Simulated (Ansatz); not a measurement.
Consider the formal exchange of groups at the Si–Si bond: `OP[SiH2][SiH3]` + `N=C(N)O` → `N=C(N)[SiH3]` + `O[SiH2]PO`.

Computed with Ansatz on PBE0-D4/def2-TZVP structures; ΔE is electronic, products minus reactants. CBS: MP2 limit from def2 TZ/QZ plus the TZ coupled-cluster correction, frozen cores. DFT in def2-TZVPP. One conformer a species, not always the lowest.

```
             level  ΔE (kJ/mol)  difference from CCSD(T)/CBS
            PBE-D4        -59.7                         26.8
           ωB97M-V        -83.0                          3.5
            B2PLYP        -85.6                          0.9
     HF/def2-TZVPP        -82.0                          4.5
   CCSD/def2-TZVPP        -82.4                          4.1
     HF/def2-QZVPP        -83.8                          2.7
    MP2/def2-QZVPP        -94.9                         -8.4
SCS-MP2/def2-QZVPP        -96.5                        -10.0
     MP2/CBS(def2)        -96.2                         -9.7
    CCSD/CBS(def2)        -86.9                         -0.4
       CCSD(T)/CBS        -86.5                            0
```

Largest T1 diagnostic among the species: 0.014.

CCSD(T)/CBS has its own doubt, a few kJ/mol and more with outer-core shells, so smaller differences from it don't rank the levels.
